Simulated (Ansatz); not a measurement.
**S in place of P at several sites of the unslipped end of a generalised stacking fault on (111) (glide set) of a GaP-AlP solid solution (72 atoms)**

At which site of the unslipped end of a generalised stacking fault on (111) (glide set) of a GaP-AlP solid solution (72 atoms) does S in place of P cost least, and what about the site decides it?

Calculated with Ansatz 0.2.0; Kohn-Sham DFT, revPBE, PAW (set soft_2), plane waves.

**1. Starting point**

The cell holds 72 atoms: 18 Al, 36 P and 18 Ga. Cell: a = 6.683 Å, b = 11.576 Å, c = 19.103 Å, α = 90.0°, β = 90.0°, γ = 90.0°. It derives from GaP and AlP. Zinc-blende GaP lattice (a = 5.4569 Å, the value set for the mixture), cell with z along [111], 1 x 3 x 2 periods; the third cell vector is tilted by 0.000 of 1/2[11-2] and lengthened by 0.2 Å, so the stacking has no slip (glide set); displaced by a Gaussian of 0.01 Å; 18 of 36 Ga sites given to Al at random (lattice constant by Vegard's rule between GaP and AlP).

**2. Single point at the start**

The forces at the start show how far the geometry lies from a minimum of this functional.

The input, input.yaml:

```yaml
crystal:
  lattice:
    - [6.68331, 0.0, 0.0]
    - [0.0, 11.57583, 0.0]
    - [0.0, 0.0, 19.10326]
  atoms:
    - { symbol: Al, position: [0.49974, 0.16469, 0.0197] }
    - { symbol: P, position: [0.50325, 0.16679, 0.14378] }
    - { symbol: Ga, position: [0.83196, 0.16707, 0.18567] }
    - { symbol: P, position: [0.83603, 0.16841, 0.30947] }
    - { symbol: Ga, position: [0.00096, 0.00086, 0.0202] }
    - { symbol: P, position: [0.99611, 0.99994, 0.14529] }
    - { symbol: Al, position: [0.33421, 0.00026, 0.18533] }
    - { symbol: P, position: [0.33248, 0.99992, 0.30897] }
    - { symbol: Ga, position: [0.66514, 0.00057, 0.35109] }
    - { symbol: P, position: [0.6667, 0.99819, 0.47508] }
    - { symbol: Al, position: [0.49916, 0.50025, 0.01993] }
    - { symbol: P, position: [0.49983, 0.50019, 0.14412] }
    - { symbol: Ga, position: [0.83153, 0.49929, 0.18554] }
    - { symbol: P, position: [0.83331, 0.49907, 0.30821] }
    - { symbol: Al, position: [0.00135, 0.33292, 0.0212] }
    - { symbol: P, position: [0.99863, 0.3325, 0.14419] }
    - { symbol: Ga, position: [0.33294, 0.33346, 0.18511] }
    - { symbol: P, position: [0.334, 0.33304, 0.30974] }
    - { symbol: Al, position: [0.66646, 0.33354, 0.34983] }
    - { symbol: P, position: [0.66948, 0.33383, 0.47335] }
    - { symbol: Ga, position: [0.16744, 0.16518, 0.34972] }
    - { symbol: P, position: [0.1667, 0.16589, 0.47316] }
    - { symbol: Ga, position: [0.49772, 0.16698, 0.51505] }
    - { symbol: P, position: [0.49895, 0.16713, 0.63881] }
    - { symbol: Al, position: [0.8349, 0.16577, 0.67972] }
    - { symbol: P, position: [0.83153, 0.16812, 0.80432] }
    - { symbol: Ga, position: [3.0e-05, 0.99898, 0.51551] }
    - { symbol: P, position: [0.99855, 0.00038, 0.63795] }
    - { symbol: Al, position: [0.33377, 0.99979, 0.68001] }
    - { symbol: P, position: [0.33324, 0.99964, 0.80309] }
    - { symbol: Ga, position: [0.66796, 0.00029, 0.84556] }
    - { symbol: P, position: [0.66721, 0.99913, 0.9693] }
    - { symbol: Ga, position: [0.49982, 0.83227, 0.02075] }
    - { symbol: P, position: [0.49988, 0.83227, 0.14452] }
    - { symbol: Al, position: [0.83456, 0.834, 0.18553] }
    - { symbol: P, position: [0.83263, 0.83366, 0.3098] }
    - { symbol: Ga, position: [5.0e-05, 0.66708, 0.0211] }
    - { symbol: P, position: [0.00044, 0.66769, 0.14438] }
    - { symbol: Al, position: [0.33075, 0.66656, 0.18487] }
    - { symbol: P, position: [0.33434, 0.66552, 0.30996] }
    - { symbol: Al, position: [0.67097, 0.66677, 0.35088] }
    - { symbol: P, position: [0.66703, 0.66695, 0.47434] }
    - { symbol: Ga, position: [0.16826, 0.4993, 0.34953] }
    - { symbol: P, position: [0.16719, 0.49988, 0.47545] }
    - { symbol: Al, position: [0.49885, 0.49997, 0.51595] }
    - { symbol: P, position: [0.5, 0.50024, 0.63909] }
    - { symbol: Al, position: [0.8329, 0.49908, 0.68094] }
    - { symbol: P, position: [0.83245, 0.50033, 0.80384] }
    - { symbol: Al, position: [0.99993, 0.33394, 0.51502] }
    - { symbol: P, position: [0.00096, 0.3328, 0.63998] }
    - { symbol: Al, position: [0.33364, 0.33503, 0.67968] }
    - { symbol: P, position: [0.33505, 0.33295, 0.80581] }
    - { symbol: Ga, position: [0.66573, 0.3315, 0.84581] }
    - { symbol: P, position: [0.66969, 0.33201, 0.96894] }
    - { symbol: Al, position: [0.1652, 0.16751, 0.84539] }
    - { symbol: P, position: [0.16584, 0.16751, 0.96848] }
    - { symbol: Al, position: [0.16363, 0.83139, 0.35079] }
    - { symbol: P, position: [0.16633, 0.83433, 0.47359] }
    - { symbol: Al, position: [0.49783, 0.83207, 0.51549] }
    - { symbol: P, position: [0.49841, 0.83381, 0.63928] }
    - { symbol: Ga, position: [0.83147, 0.83262, 0.68084] }
    - { symbol: P, position: [0.83133, 0.83534, 0.80375] }
    - { symbol: Ga, position: [0.99723, 0.66741, 0.51579] }
    - { symbol: P, position: [0.00078, 0.66631, 0.6391] }
    - { symbol: Ga, position: [0.33478, 0.66597, 0.67865] }
    - { symbol: P, position: [0.33134, 0.66618, 0.8038] }
    - { symbol: Ga, position: [0.66746, 0.66634, 0.84504] }
    - { symbol: P, position: [0.66751, 0.66693, 0.96825] }
    - { symbol: Ga, position: [0.16799, 0.50025, 0.84606] }
    - { symbol: P, position: [0.1659, 0.49922, 0.97104] }
    - { symbol: Al, position: [0.16949, 0.83486, 0.84413] }
    - { symbol: P, position: [0.16632, 0.83301, 0.96964] }
kpoints:
  mp_grid: { grid: [2, 1, 1] }
hamiltonian:
  xc: revpbe
scf:
  occupations: { method: fermi_dirac, width: 0.025 }
output:
  forces: true
```

The run is started by

```console
ansatz run input.yaml --threads 4 --pin off --max-ram 15872MiB --backend cpu --events-out ev --progress --plain --runs-dir out
```

Numbers of over 12 decimals in the logs are rounded to 6 here.

The program printed:

```text
[...]
Pseudopotentials: kind: paw
Pseudopotential: Al, paw, valence charge 3, recommended cutoff 420 eV (normal), Al.paw.azcp
Pseudopotential: P, paw, valence charge 5, recommended cutoff 420 eV (normal), P.paw.azcp
Pseudopotential: Ga, paw, valence charge 13, recommended cutoff 420 eV (normal), Ga.paw.azcp
[... 5 lines on functional and potentials left out ...]
Crystal: 72 atoms, lattice volume = 1477.921 Å³
Basis set: ecut = 420 eV, 28923 PW (Γ), exchange–correlation on 90×160×256 points (8 copies of the dense FFT grid, shifted against one another)
Bands: 306, of which v1, the nominal top of the filled ones, is band 234 counted from 1 (233 counted from 0)
Symmetry: 1 space group operations
Space group: P1 (ITA 1), of the structure as read, at distance tolerance 1.1e-4 Å
k-points: 2
[... 10 lines on functional and potentials left out ...]
Initial density: superposition of atomic densities (neutral atoms: chi_scale 0, normalization atom), corrected by the library's trained network
Initial wavefunctions: pseudopotential atomic-orbital guess
[...]
SCF iter   1: F=—  HF=-105202.028910 eV  |F-HF|=—  |Δ(HF+E_count)|=         —  Δρ=2.71e-3  dr2=1.19e-1  ethr=1.77e-3  ⟨swp⟩=8.0  Hψ=2870  notcnv=0  defer=49
preconditioner: auto → Resta (q_TF=auto, 2.252 Å⁻¹)  ε∞=4.0  [insulator: Δε(μ)=1.433 eV  Ē_g=12.147 eV  σ=0.025 eV  W_gap=1.00  n_scr=292 (ndim 8)  ℏωp=20.9 eV  f_vac=0.000  D(μ)=0.00/eV (n_scr^D=0)  ε∞_Penn≈4.0]
SCF iter   2: F=—  HF=-105201.981344 eV  |F-HF|=—  |Δ(HF+E_count)|=   4.76e-2  Δρ=1.36e-3  dr2=2.59e-2  ethr=2.55e-5  ⟨swp⟩=2.5  Hψ=1199  notcnv=0  defer=128
SCF iter   3: F=—  HF=-105201.979349 eV  |F-HF|=—  |Δ(HF+E_count)|=   1.99e-3  Δρ=7.29e-4  dr2=6.38e-3  ethr=5.53e-6  ⟨swp⟩=2.0  Hψ=872  notcnv=0  defer=58
automatic band count: iteration 3 solves 271 bands in place of 306: the levels show a gap, and the empty bands left out lie too high to hold charge; the band table lists the bands solved (type scf.n_extra_bands for more)
SCF iter   4: F=—  HF=-105201.979901 eV  |F-HF|=—  |Δ(HF+E_count)|=   5.52e-4  Δρ=1.42e-4  dr2=6.15e-4  ethr=1.36e-6  ⟨swp⟩=2.0  Hψ=951  notcnv=0  defer=58
SCF iter   5: F=—  HF=-105201.980019 eV  |F-HF|=—  |Δ(HF+E_count)|=   1.19e-4  Δρ=6.38e-5  dr2=9.13e-5  ethr=1.31e-7  ⟨swp⟩=2.5  Hψ=953  notcnv=0  defer=58
SCF iter   6: F=—  HF=-105201.979484 eV  |F-HF|=—  |Δ(HF+E_count)|=   5.36e-4  Δρ=2.06e-5  dr2=1.25e-5  ethr=1.95e-8  ⟨swp⟩=2.5  Hψ=954  notcnv=0  defer=58
SCF iter   7: F=—  HF=-105201.979493 eV  |F-HF|=—  |Δ(HF+E_count)|=   8.84e-6  Δρ=8.55e-6  dr2=1.92e-6  ethr=2.68e-9  ⟨swp⟩=2.5  Hψ=933  notcnv=0  defer=58
SCF iter   8: F=—  HF=-105201.979494 eV  |F-HF|=—  |Δ(HF+E_count)|=   1.10e-6  Δρ=3.52e-6  dr2=2.36e-7  ethr=4.10e-10  ⟨swp⟩=2.0  Hψ=919  notcnv=0  defer=58
SCF iter   9: F=-105201.979494 eV  HF=-105201.979494 eV  |F-HF|=4.01e-8  |Δ(HF+E_count)|=   2.07e-7  Δρ=1.57e-6  dr2=5.10e-8  ethr=2.14e-11  ⟨swp⟩=5.0  Hψ=1948  notcnv=0
SCF 1 converged in 9 iterations: F = -105201.979494 eV  dr2 = 5.10e-8
[...]
SCF converged after 9 iterations
Free energy (F): -105201.979494 eV
Harris-Foulkes:  -105201.979494 eV  (|F-HF|=4.01e-8)
Internal energy: -105201.979494 eV  (E = F + TS)
E sigma→0 (E₀):  -105201.979494 eV
Fermi energy:    6.981563 eV
--- Per-component energies (eV) ---
[...]
Σ components = -105201.979494   (vs F -105201.979494, Δ=0.00e0)
--- Forces (eV/Å), atoms counted from 1 ---
  atom   1  Al     0.03552250     0.16500500    -1.17828149
  atom   2  P     -0.34122343    -0.04772123    -0.18157812
  atom   3  Ga     0.09328841    -0.05285214     0.15777216
  atom   4  P     -0.26243537    -0.25246289    -0.06766903
[...]
atom  72  P      0.08572211     0.06410277     0.83872612
  max |Σ_I F_I| component: 2.13e-5 eV/Å
```

It took 25 s on 4 threads of Arm Neoverse V1, shared host; peak memory 4.5 GiB; 94 s of CPU time.

The r.m.s. force at the start is 0.31 eV/Å.

**3. Relaxation**

With the cell held, the atoms are moved downhill towards a nearby minimum.

The input, input.yaml:

```yaml
crystal:
  lattice:
    - [6.68331, 0.0, 0.0]
    - [0.0, 11.57583, 0.0]
    - [0.0, 0.0, 19.10326]
  atoms:
    [... the 72 atom lines of step 2 ...]
kpoints:
  mp_grid: { grid: [2, 1, 1] }
hamiltonian:
  xc: revpbe
scf:
  occupations: { method: fermi_dirac, width: 0.025 }
output:
  forces: true
relax:
  f_tol: 0.05
  max_steps: 120
```

The program printed:

```text
[...]
Crystal: 72 atoms, lattice volume = 1477.921 Å³
Basis set: ecut = 420 eV, 28923 PW (Γ), exchange–correlation on 90×160×256 points (8 copies of the dense FFT grid, shifted against one another)
Bands: 306, of which v1, the nominal top of the filled ones, is band 234 counted from 1 (233 counted from 0)
Symmetry: 1 space group operations
[...]
k-points: 2
[...]
SCF iter   1: F=—  HF=-105202.028910 eV  |F-HF|=—  |Δ(HF+E_count)|=         —  Δρ=2.71e-3  dr2=1.19e-1  ethr=1.77e-3  ⟨swp⟩=8.0  Hψ=2870  notcnv=0  defer=49
[...]
SCF iter   6: F=-105201.979487 eV  HF=-105201.979484 eV  |F-HF|=3.46e-6  |Δ(HF+E_count)|=   4.66e-5  Δρ=2.00e-5  dr2=1.11e-5  ethr=1.34e-8  ⟨swp⟩=4.0  Hψ=1718  notcnv=0
SCF 1 converged in 6 iterations: F = -105201.979487 eV  dr2 = 1.11e-5
[...]
relax step   1: F+E_penalty+E_count = -105201.97948700 eV  Δ(F+E_penalty+E_count) = +0.000e0 eV  max|allowed force component| = 1.380e0 eV/Å  Δτ_max = 0.0000 Å  (6 SCF iters, dr2 threshold 6.25e-5 eV, accepted)
[...]
relax step   2: F+E_penalty+E_count = -105202.75843716 eV  Δ(F+E_penalty+E_count) = -7.790e-1 eV  max|allowed force component| = 1.599e-1 eV/Å  Δτ_max = 0.1196 Å  (6 SCF iters, dr2 threshold 1.00e-4 eV, accepted)
[...]
relax step   3: F+E_penalty+E_count = -105202.79819900 eV  Δ(F+E_penalty+E_count) = -3.976e-2 eV  max|allowed force component| = 1.969e-2 eV/Å  Δτ_max = 0.0324 Å  (8 SCF iters, accepted)
SCF converged after 8 iterations
Free energy (F): -105202.798199 eV
[...]
Internal energy: -105202.798199 eV  (E = F + TS)
E sigma→0 (E₀):  -105202.798199 eV
Fermi energy:    6.879798 eV
[...]
--- Forces (eV/Å), atoms counted from 1 ---
  atom   1  Al    -0.00976382    -0.00103600     0.00494665
  atom   2  P      0.00129086     0.00922573     0.00089532
  atom   3  Ga    -0.00302743    -0.00542383    -0.01969057
  atom   4  P     -0.00179434    -0.00574138     0.01170162
  atom   5  Ga     0.00111427     0.00357744     0.00104088
  atom   6  P      0.00382103     0.01414550    -0.01783590
  atom   7  Al    -0.00340860     0.00496204    -0.01001516
  atom   8  P     -0.00958547     0.01098468     0.00989969
  atom   9  Ga     0.00095092    -0.00748893     0.01134559
  atom  10  P      0.00877368     0.00949227    -0.00735104
  atom  11  Al     0.00139463     0.00015926     0.00759401
  atom  12  P     -0.00399345    -0.00670676    -0.00096755
  atom  13  Ga     0.00300526     0.00641852    -0.01545152
  atom  14  P      0.01124442     0.00202683     0.00996365
[...]
atom  71  Al    -0.00187853    -0.00131014     0.00723061
  atom  72  P      0.00991926     0.00621201     0.01320338
  max |Σ_I F_I| component: 3.73e-5 eV/Å
--- Relaxed structure (3 steps of the walk, 3 accepted, 0 SCFs on fresh bases) ---
  F+E_penalty+E_count = -105202.79819900 eV   max|allowed force component| = 1.969e-2 eV/Å
  atoms:
    - { symbol: Al, position: [0.499922, 0.166778, 0.015679] }
    - { symbol: P, position: [0.499610, 0.166488, 0.140027] }
    - { symbol: Ga, position: [0.832878, 0.166661, 0.182664] }
    - { symbol: P, position: [0.832506, 0.166786, 0.307091] }
[...]
- { symbol: P, position: [0.166690, 0.833044, 0.973259] }
```

Run time: 61 s. Hardware: 4 threads; peak memory 4.5 GiB.

The relaxation converged after 3 steps, 0.819 eV below its start, with a largest force component of 0.020 eV/Å.

**4. Single point at the relaxed geometry**

One more single point at the end of the walk gives the fuller output and checks the residual forces.

The input, input.yaml:

```yaml
crystal:
  lattice:
    - [6.68331, 0.0, 0.0]
    - [0.0, 11.57583, 0.0]
    - [0.0, 0.0, 19.10326]
  atoms:
    - { symbol: Al, position: [0.49992, 0.16678, 0.01568] }
    - { symbol: P, position: [0.49961, 0.16649, 0.14003] }
    - { symbol: Ga, position: [0.83288, 0.16666, 0.18266] }
    - { symbol: P, position: [0.83251, 0.16679, 0.30709] }
    - { symbol: Ga, position: [0.9997, 0.99975, 0.01604] }
    - { symbol: P, position: [0.00068, 0.99971, 0.14065] }
    [... 60 atom lines left out ...]
    - { symbol: Ga, position: [0.6665, 0.66659, 0.84932] }
    - { symbol: P, position: [0.66635, 0.66639, 0.97389] }
    - { symbol: Ga, position: [0.16622, 0.49984, 0.84935] }
    - { symbol: P, position: [0.16704, 0.49979, 0.97396] }
    - { symbol: Al, position: [0.16691, 0.8334, 0.84906] }
    - { symbol: P, position: [0.16669, 0.83304, 0.97326] }
kpoints:
  mp_grid: { grid: [2, 1, 1] }
hamiltonian:
  xc: revpbe
scf:
  occupations: { method: fermi_dirac, width: 0.025 }
output:
  forces: true
  stress: true
  populations: intrinsic
  dos:
    method: { smearing: { sigma: 0.15 } }
    de: 0.1
    projected: { site_lists: { Al: [Al], Ga: [Ga], P: [P] } }
  eigenvalues: true
  write_density: true
  write_potential: true
  volumetric_format: npy
```

The program printed:

```text
[...]
Crystal: 72 atoms, lattice volume = 1477.921 Å³
Basis set: ecut = 420 eV, 28923 PW (Γ), exchange–correlation on 90×160×256 points (8 copies of the dense FFT grid, shifted against one another)
Bands: 306, of which v1, the nominal top of the filled ones, is band 234 counted from 1 (233 counted from 0)
Symmetry: 1 space group operations
[...]
k-points: 2
[...]
SCF iter   1: F=—  HF=-105202.839094 eV  |F-HF|=—  |Δ(HF+E_count)|=         —  Δρ=2.66e-3  dr2=6.93e-2  ethr=1.77e-3  ⟨swp⟩=8.0  Hψ=2854  notcnv=0  defer=40
[...]
SCF iter   9: F=-105202.798191 eV  HF=-105202.798191 eV  |F-HF|=2.87e-9  |Δ(HF+E_count)|=   6.61e-9  Δρ=8.82e-7  dr2=1.64e-8  ethr=2.14e-11  ⟨swp⟩=9.0  Hψ=3651  notcnv=0
SCF 1 converged in 9 iterations: F = -105202.798191 eV  dr2 = 1.64e-8
[...]
SCF converged after 9 iterations
Free energy (F): -105202.798191 eV
[...]
Internal energy: -105202.798191 eV  (E = F + TS)
E sigma→0 (E₀):  -105202.798191 eV
Fermi energy:    6.879792 eV
[...]
--- Forces (eV/Å), atoms counted from 1 ---
  atom   1  Al    -0.01007611    -0.00136388     0.00505128
  atom   2  P      0.00134003     0.00884006     0.00005324
  atom   3  Ga    -0.00298813    -0.00540510    -0.01900504
  atom   4  P     -0.00223176    -0.00626311     0.01111236
  atom   5  Ga     0.00146871     0.00372951     0.00038813
  atom   6  P      0.00372876     0.01457721    -0.01797281
  atom   7  Al    -0.00326089     0.00443522    -0.00941923
  atom   8  P     -0.00945498     0.01098305     0.00912677
  atom   9  Ga     0.00128662    -0.00754179     0.01133180
  atom  10  P      0.00898439     0.00948200    -0.00684610
  atom  11  Al     0.00059305    -0.00084925     0.00757066
  atom  12  P     -0.00387549    -0.00632225    -0.00143890
  atom  13  Ga     0.00276690     0.00693701    -0.01513211
  atom  14  P      0.01106851     0.00123213     0.00938312
[...]
atom  71  Al    -0.00198224    -0.00134290     0.00667011
  atom  72  P      0.01001772     0.00694174     0.01348850
  max |Σ_I F_I| component: 2.71e-5 eV/Å
--- Stress (GPa, compression-positive) ---
        2.759229       0.004078       0.161186
        0.004078       4.639825      -0.002294
        0.161213      -0.002294       1.568127
  P = ⅓ Tr σ = 2.9891 GPa (29.891 kbar)
--- Band table (eV) ---
[...]
--- intrinsic populations: 72 sites ---
  site symbol       q [e]
     0     Al      2.6128
     1      P      5.2189
     2     Ga     12.9510
[...]
71      P      5.1292
  spilling = 0.000000 (of n_electrons = 468.000000)
```

Run time: 56 s. Hardware: 4 threads; peak memory 4.5 GiB.

Read from the output:

```yaml
free_energy: -105202.7982 eV
free_energy_per_atom: -1461.1500 eV/atom
scf_cycles: 9
pressure: 2.989 GPa
r_m_s_force_component: 0.00739 eV/Å
longest_force: 0.02344 eV/Å
fermi_energy: 6.88 eV
spacing_of_highest_filled_and_lowest_empty_level: 1.651 eV
```

(Continued in part 2 of 2.)

[Logs are printed without paths, hosts, clocks, repeated set-up lines and the standing remarks that a program may print on its own settings, such as how far it seeks lower states.]

[Hosts, paths, dates, database ids (printed as entryN), source tags and the programs' standing remarks are cut or masked in the printed files.]
